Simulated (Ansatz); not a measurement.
Level of theory: Ansatz 0.2.0, DFT PBE, scalar-relativistic, plane waves, PAW. All cells share a 420 eV cutoff and Γ-centred k meshes spaced at most 0.3 Å⁻¹ (0.19 for metals, 2π included).

These are static lattice energies at zero pressure. Only the structures computed here compete, so a lower one can exist. The k mesh leaves about 4 meV/atom of noise in metals. No run is spin-polarised.

3 distinct structures were compared, and only named types are asked about.

Q: Which is lower for SiC₂, the marcasite or the rutile structure, and by how much?

A: The marcasite structure, by 1129 meV/atom. It takes 9.0 Å³/atom against 10.1.